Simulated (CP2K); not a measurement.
Runs of CP2K 2026.2 on Zr. The structure is cubic, space group Im-3m (No. 229). Conventional cell: a = 3.620 Å, b = 3.620 Å, c = 3.620 Å, α = 90.00°, β = 90.00°, γ = 90.00°. Around Zr (site symmetry m-3m) lie 8 Zr at 3.14 Å. This isn't the form of Zr at room conditions, which is hcp.

```csv
potentials or basis,potentials,gap on the mesh (eV),pressure (GPa)
GTH_POTENTIALS Zr GTH-PADE-q12; DZVP-MOLOPT-SR-GTH basis,Zr GTH-PADE-q12 of GTH_POTENTIALS,none,(b)
GTH_POTENTIALS Zr GTH-BLYP-q12; DZVP-MOLOPT-SR-GTH basis,Zr GTH-BLYP-q12 of GTH_POTENTIALS,none,-3.4
GTH_POTENTIALS Zr GTH-PBE-q12; DZVP-MOLOPT-SR-GTH basis,Zr GTH-PBE-q12 of GTH_POTENTIALS,none,-3.6
POTENTIAL_UZH Zr GTH-SCAN-q12; DZVP-MOLOPT-SR-GTH basis,Zr GTH-SCAN-q12 of POTENTIAL_UZH,none,(a)
POTENTIAL_UZH Zr GTH-PBE0-q12; DZVP-MOLOPT-SR-GTH basis,Zr GTH-PBE0-q12 of POTENTIAL_UZH,none,-2.9
```

Alike in all rows: task band structure; level PBE; no spin polarisation; cell as given; k mesh 10 × 10 × 10; smearing fermi-dirac 0.05 eV.

Question: Estimate the missing entries.

Answer: (a) -3.3; (b) -4.3.

Caveats: the basis of atomic orbitals isn't converged, which shifts pressures, moduli and gaps; the potentials were made for another functional, which shifts forces and pressure (some runs).

A k mesh can miss the band edges, and the runs leave out spin-orbit coupling on Zr.

A gap of «none» marks a metal or a gap under the smearing width.
